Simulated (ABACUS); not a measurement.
# PbS (Galena) (Fm-3m) in ABACUS: settings compared, part 2 of 2

ABACUS 3.10.1. The steps go on from the part before.

## Step 3: Relaxation of cell and atoms, r2SCAN

The input, INPUT:

```
INPUT_PARAMETERS
suffix              PbS
calculation         cell-relax
basis_type          pw
pseudo_dir          ./
symmetry            1
dft_functional      MGGA_X_R2SCAN+MGGA_C_R2SCAN
ecutwfc             73
pseudo_rcut         10
nspin               1
nbands              14
ks_solver           dav
smearing_method     fd
smearing_sigma      0.00367493
scf_thr             1e-08
scf_nmax            100
mixing_type         broyden
mixing_beta         0.7
cal_force           1
cal_stress          1
mixing_tau          1
relax_nmax          60
force_thr_ev        0.005
relax_method        cg
out_stru            1
stress_thr          1
kpar                4
```

The input, STRU:

```
ATOMIC_SPECIES
Pb 207.2000 Pb_ONCV_PBE-1.2.upf
S 32.0600 S_ONCV_PBE-1.2.upf

LATTICE_CONSTANT
1.8897261246

LATTICE_VECTORS
0.0000000000 2.9657500000 2.9657500000
2.9657500000 0.0000000000 2.9657500000
2.9657500000 2.9657500000 0.0000000000

ATOMIC_POSITIONS
Cartesian

Pb
0.0
1
0.0000000000 0.0000000000 0.0000000000 1 1 1

S
0.0
1
2.9657500000 2.9657500000 2.9657500000 1 1 1
```

The input, KPT:

```
K_POINTS
0
Gamma
5 5 5 0 0 0
```

Potentials or basis: SG15 ONCV 1.2 PBE, plane waves.

The run is started by

```sh
$ OMP_NUM_THREADS=1 mpirun -np 4 abacus > log
```

running log:

```text
ABACUS v3.10.1

               Atomic-orbital Based Ab-initio Computation at UStc

 ------------------------------------------------------------------------------------

 READING GENERAL INFORMATION
                           global_out_dir = OUT.PbS/
                           global_in_card = INPUT
                               pseudo_dir = ./
                              orbital_dir =
                                    DSIZE = 4
                                    GSIZE = 1

 READING UNITCELL INFORMATION
                                    ntype = 2
                  lattice constant (Bohr) = 1.88973
              lattice constant (Angstrom) = 1

 READING ATOM TYPE 1
                               atom label = Pb
                      L=0, number of zeta = 1
                      L=1, number of zeta = 1
                      L=2, number of zeta = 1
             number of atom for this type = 1

 READING ATOM TYPE 2
                               atom label = S
                      L=0, number of zeta = 1
                      L=1, number of zeta = 1
                      L=2, number of zeta = 1
             number of atom for this type = 1

                        TOTAL ATOM NUMBER = 2
CARTESIAN COORDINATES ( UNIT =       1.889726124600 Bohr ).
    atom                   x                   y                   z     mag                  vx                  vy                  vz
tauc_Pb1            0.0000000000        0.0000000000        0.0000000000  0.0000        0.0000000000        0.0000000000        0.0000000000
tauc_S1            2.9657500000        2.9657500000        2.9657500000  0.0000        0.0000000000        0.0000000000        0.0000000000

                          Volume (Bohr^3) = 352.071
                             Volume (A^3) = 52.1715

 Lattice vectors: (Cartesian coordinate: in unit of a_0)
                   +0            +2.96575            +2.96575
             +2.96575                  +0            +2.96575
             +2.96575            +2.96575                  +0
 Reciprocal vectors: (Cartesian coordinate: in unit of 2 pi/a_0)
            -0.168591           +0.168591           +0.168591
            +0.168591           -0.168591           +0.168591
            +0.168591           +0.168591           -0.168591
 The esolver type has been set to : ksdft_pw

                PAO radial cut off (Bohr) = 10

 Read in pseudopotential file is Pb_ONCV_PBE-1.2.upf
                     pseudopotential type = NC
          exchange-correlation functional = PBE
                 nonlocal core correction = 0
                        valence electrons = 14
                                     lmax = 3
                           number of zeta = 0
                     number of projectors = 8
                           L of projector = 0
                           L of projector = 0
                           L of projector = 1
                           L of projector = 1
                           L of projector = 2
                           L of projector = 2
                           L of projector = 3
                           L of projector = 3
 XC functional updated to : MGGA_X_R2SCAN+MGGA_C_R2SCAN
          exchange-correlation functional = MGGA_X_R2SCAN+MGGA_C_R2SCAN
                PAO radial cut off (Bohr) = 10

 Read in pseudopotential file is S_ONCV_PBE-1.2.upf
                     pseudopotential type = NC
          exchange-correlation functional = PBE
                 nonlocal core correction = 0
                        valence electrons = 6
                                     lmax = 1
                           number of zeta = 0
                     number of projectors = 4
                           L of projector = 0
                           L of projector = 0
                           L of projector = 1
                           L of projector = 1
 XC functional updated to : MGGA_X_R2SCAN+MGGA_C_R2SCAN
          exchange-correlation functional = MGGA_X_R2SCAN+MGGA_C_R2SCAN
     initial pseudo atomic orbital number = 0

 SETUP THE ELECTRONS NUMBER
            electron number of element Pb = 14
[... 104 lines left out ...]
           k-point number in this process = 3
       minimum distributed K point number = 2
[... stars of the k points ...]

[... K-POINTS CARTESIAN COORDINATES: 3 rows ...]

[... K-POINTS DIRECT COORDINATES: 3 rows ...]

 SETUP PLANE WAVES FOR WAVE FUNCTIONS
     energy cutoff for wavefunc (unit:Ry) = 73
              fft grid for wave functions = [ 45, 45, 45 ]
                    number of plane waves = 4279
                         number of sticks = 349

 PARALLEL PW FOR WAVE FUNCTIONS
     PROC   COLUMNS(POT)             PW
        1            349           4279
 --------------- sum -------------------
        1            349           4279

 SETUP NONLOCAL PSEUDOPOTENTIALS IN PLANE WAVE BASIS
 Pb non-local projectors:
 projector 1 L=0
 projector 2 L=0
 projector 3 L=1
 projector 4 L=1
 projector 5 L=2
 projector 6 L=2
 projector 7 L=3
 projector 8 L=3
 S non-local projectors:
 projector 1 L=0
 projector 2 L=0
 projector 3 L=1
 projector 4 L=1
      TOTAL NUMBER OF NONLOCAL PROJECTORS = 40

 Init Non-Local PseudoPotential table :
 Init Non-Local-Pseudopotential done.

                                     npwx = 3719

 -------------------------------------------
 STEP OF RELAXATION : 1
 -------------------------------------------
                                 init_chg = atomic

 PW ALGORITHM --------------- ION=   1  ELEC=   1--------------------------------
 Notice: Threshold on eigenvalues was too large.
 hsover_error=0.2 > DRHO=0.140576
 Origin diag ethr = 0.01
 New diag ethr = 0.000702882

 Density error is 0.139741358131
                          Error Threshold = 0.000702882316443
----------------------------------------------------------
     Energy           Rydberg                 eV
----------------------------------------------------------
 E_KohnSham     -132.7247849633      -1805.8133413262
 E_Harris       -132.9101675017      -1808.3356001576
 E_Fermi        0.6418460604         8.7327636609
----------------------------------------------------------
[... 63 lines left out ...]
 Density error is 4.30921181e-10
                          Error Threshold = 9.32248015292e-11
----------------------------------------------------------
     Energy           Rydberg                 eV
----------------------------------------------------------
 E_KohnSham     -132.8058488226      -1806.9162717146
 E_KS(sigma->0) -132.8058488209      -1806.9162716910
 E_Harris       -132.8058892685      -1806.9168220089
 E_band         -3.3857238477        -46.0651361827
 E_one_elec     -28.4708909410       -387.3663439338
 E_Hartree      24.8206642753        337.7024622886
 E_xc           -17.9259781168       -243.8954446117
 E_Ewald        -111.2296440367      -1513.3569454106
 E_entropy(-TS) -0.0000000035        -0.0000000472
 E_descf        0.0000000000         0.0000000000
 E_exx          0.0000000000         0.0000000000
 E_Fermi        0.6800732561         9.2528713405
----------------------------------------------------------

 charge density convergence is achieved
 final etot is -1806.9162717 eV
 EFERMI = 9.2528713405 eV

 STATE ENERGY(eV) AND OCCUPATIONS    NSPIN == 1
 1/3 kpoint (Cartesian) = 0.0000 0.0000 0.0000 (3719 pws)
       1       -7.70168      0.0160000
       2       -7.70168      0.0160000
       3       -7.70168      0.0160000
       4       -7.68564      0.0160000
       5       -7.68564      0.0160000
       6       -5.28284      0.0160000
       7        2.44871      0.0160000
       8        6.70586      0.0160000
       9        6.70586      0.0160000
      10        6.70586      0.0160000
      11        14.3035    2.16067e-46
      12        14.3035    2.16067e-46
      13        14.3035    2.16067e-46
      14        16.3983    1.37874e-64
[... 19 lines left out ...]
       2       -7.72343       0.128000
       3       -7.69975       0.128000
       4       -7.65292       0.128000
       5       -7.65292       0.128000
       6       -4.18805       0.128000
       7      -0.113760       0.128000
       8        7.11067       0.128000
       9        7.11067       0.128000
      10        8.48482       0.128000
      11        10.0184    2.87278e-08
      12        11.3007    2.08907e-19
      13        11.3007    2.08907e-19
      14        17.5511    1.07095e-73

------------------------------------------------------------------------------------------
 TOTAL-FORCE (eV/Angstrom)
------------------------------------------------------------------------------------------
                       Pb1         0.0000000000         0.0000000000         0.0000000000
                        S1         0.0000000000         0.0000000000         0.0000000000
------------------------------------------------------------------------------------------

----------------------------------------------------------------
 TOTAL-STRESS (KBAR)
----------------------------------------------------------------
         0.2680061959         0.0000000000        -0.0000000000
         0.0000000000         0.2680061959         0.0000000000
        -0.0000000000         0.0000000000         0.2680061959
----------------------------------------------------------------
 TOTAL-PRESSURE: 0.268006 KBAR

 Largest gradient in force is 0.000000 eV/A.
 Threshold is 0.005000 eV/A.

 Largest gradient in stress is 0.268006 kbar.
 Threshold is 1.000000 kbar.

 Relaxation is converged!

 --------------------------------------------
 !FINAL_ETOT_IS -1806.9162717146296018 eV
 --------------------------------------------
```

Run time: 5.3 s. Hardware: 4 MPI ranks of AMD EPYC 9R45 (Zen 5), shared host; peak memory 0.44 GiB.

What came out:

```yaml
Free_energy: -1806.9163 eV
Pressure_after_relaxing: 0.0 GPa
```

Final structure:
```
Pb S
1.0
     0.00000    2.96575    2.96575
     2.96575    0.00000    2.96575
     2.96575    2.96575    0.00000
Pb S
1 1
Direct
  0.00000 0.00000 0.00000
  0.50000 0.50000 0.50000
```

Caveat: this odd mesh misses L, where the gap lies, so gap, dielectric constants and Born charges aren't listed; the relaxation stopped at its first step, so nothing moved; the potentials were made for another functional, which shifts forces and pressure. The run has no spin-orbit coupling, so splittings on Pb are missing.

## Step 4: Single point, LDA

The input, INPUT:

```
INPUT_PARAMETERS
suffix              PbS
calculation         scf
basis_type          pw
pseudo_dir          ./
symmetry            1
dft_functional      pz
ecutwfc             40
pseudo_rcut         10
nspin               1
nbands              20
ks_solver           dav
smearing_method     fd
smearing_sigma      0.00367493
scf_thr             1e-08
scf_nmax            100
mixing_type         broyden
mixing_beta         0.7
cal_force           1
cal_stress          1
ecutrho             320
out_chg             1
kpar                4
```

The input, STRU:

```
ATOMIC_SPECIES
Pb 207.2000 pb_lda_v1.uspp.F.UPF
S 32.0600 s_lda_v1.4.uspp.F.UPF

LATTICE_CONSTANT
1.8897261246

LATTICE_VECTORS
0.0000000000 2.9657500000 2.9657500000
2.9657500000 0.0000000000 2.9657500000
2.9657500000 2.9657500000 0.0000000000

ATOMIC_POSITIONS
Direct

Pb
0.0
1
0.0000000000 0.0000000000 0.0000000000 1 1 1

S
0.0
1
0.5000000000 0.5000000000 0.5000000000 1 1 1
```

The input, KPT:

```
K_POINTS
0
Gamma
6 6 6 0 0 0
```

Potentials or basis: GBRV ultrasoft 1.5 LDA, plane waves.

The run is started by

```sh
$ OMP_NUM_THREADS=1 mpirun -np 4 abacus > log
```

Run time: 15 s. Hardware: 4 MPI ranks of Intel Xeon Platinum 8488C (Sapphire Rapids), shared host; peak memory 0.72 GiB.

It converged, with:

```
Free energy            : -2560.5559 eV
Pressure               : -2.8 GPa
Band gap on the k mesh : 0.24 eV, direct
```

Levels at points of the mesh, in eV from the valence-band top:
```tsv
k point	band 7	band 8	band 9	band 10	band 11	band 12	band 13	band 14
(0.00, 0.00, 0.00)	-6.11	-2.13	-2.13	-2.13	5.09	5.09	5.09	6.66
(0.50, 0.50, 0.50)	-8.94	-1.72	-1.72	0.00	0.24	1.86	1.86	7.43
(0.50, 0.50, 0.00)	-7.31	-5.22	-3.43	-3.43	3.77	5.49	5.58	5.58
```

Caveat: spin-orbit coupling is left out, which as a rule narrows the gap of such compounds by several tenths of an eV. A k mesh can miss the band edges.

## Step 5: The runs side by side

| task | level | potentials or basis | cell | k mesh | cutoff (eV) | max steps of the relaxation | force threshold | optimiser | stress threshold | pressure (GPa) |
| --- | --- | --- | --- | --- | --- | --- | --- | --- | --- | --- |
| single point | r2SCAN | SG15 ONCV 1.2 PBE, plane waves | as given | 5 × 5 × 5 | 993 | - | - | - | - | 0.0 |
| relaxation of cell and atoms | r2SCAN | SG15 ONCV 1.2 PBE, plane waves | relaxed | 5 × 5 × 5 | 993 | 60 | 0.005 eV/Å | cg | 1 kbar | 0.0 |
| single point | LDA | GBRV ultrasoft 1.5 LDA, plane waves | as given | 6 × 6 × 6 | 544 | - | - | - | - | -2.8 |

Alike in all rows: no spin polarisation; smearing fermi-dirac 0.05 eV.

Caveats: the potentials were made for another functional, which shifts forces and pressure (some runs); the relaxation stopped at its first step, so nothing moved (some runs); spin-orbit coupling is left out, which as a rule narrows the gap of such compounds by several tenths of an eV (some runs).

Total energies depend on the potentials used, so only differences within one code and one set of settings carry meaning.
